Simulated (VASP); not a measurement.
BeTe: relaxation of cell and atoms with LDA

BeTe:

```
Be Te
1.0
     0.00000    2.81000    2.81000
     2.81000    0.00000    2.81000
     2.81000    2.81000    0.00000
Be Te
1 1
Direct
  0.00000 0.00000 0.00000
  0.25000 0.25000 0.25000
```

The cell was built by a generator and needn't be a form met in nature.

```
Program                : VASP 6.6.1
Task                   : relaxation of cell and atoms
Functional             : LDA
Potentials or basis    : VASP PAW LDA potentials, release 64 (Be, Te)
Cutoff                 : 600 eV
k mesh                 : 10 × 10 × 10
Occupations            : gaussian, width 0.02 eV
Spin                   : no spin polarisation
Further INCAR settings : ALGO = Normal; EDIFF = 1e-06; IBRION = 2; EDIFFG = -0.005; NSW = 40; ISIF = 3
```

```
Relaxed volume                         : 21.51 Å³/atom
Relaxed cell                           : a = 3.933 Å, b = 3.933 Å, c = 3.933 Å, α = 60.00°, β = 60.00°, γ = 60.00°
Space group after relaxing (to 0.05 Å) : F-43m (No. 216)
Energy gained by relaxing              : 4.0 meV/atom
Ionic steps                            : 3
Pressure after relaxing                : 0.0 GPa
Band gap on the k mesh                 : 1.78 eV, indirect (least direct gap 3.55 eV)
```

The path:
| step | energy change (eV) | largest force (eV/Å) | pressure (GPa) | volume (Å³) |
| --- | --- | --- | --- | --- |
| 1 | 0.0000 | 0.0000 | -1.85 | 44.38 |
| 2 | -0.0077 | 0.0000 | 0.41 | 42.75 |
| 3 | -0.0081 | 0.0000 | 0.01 | 43.02 |

Final structure:
```
Be Te
1.0
     0.00000    2.78102    2.78102
     2.78102    0.00000    2.78102
     2.78102    2.78102    0.00000
Be Te
1 1
Direct
  0.00000 0.00000 0.00000
  0.25000 0.25000 0.25000
```

Levels at points of the mesh, in eV from the valence-band top:
| k point | band 2 | band 3 | band 4 | band 5 | band 6 | band 7 |
| --- | --- | --- | --- | --- | --- | --- |
| (0.00, 0.00, 0.00) | 0.00 | 0.00 | 0.00 | 3.55 | 3.55 | 3.55 |
| (0.50, 0.00, 0.00) | -5.78 | -1.19 | -1.19 | 3.16 | 4.54 | 4.54 |
| (0.50, 0.50, 0.00) | -5.28 | -2.79 | -2.79 | 1.78 | 2.60 | 9.83 |

Wall time 26 s on 1 thread of Intel(R) Xeon(R) Platinum 8259CL CPU @ 2.50GHz (Skylake/Cascade Lake), on a shared host, peak memory 0.17 GiB.

Caveat: spin-orbit coupling is left out, which moves the levels of the heavy elements. A hybrid or GW would open this gap; LDA tends to underestimate it.
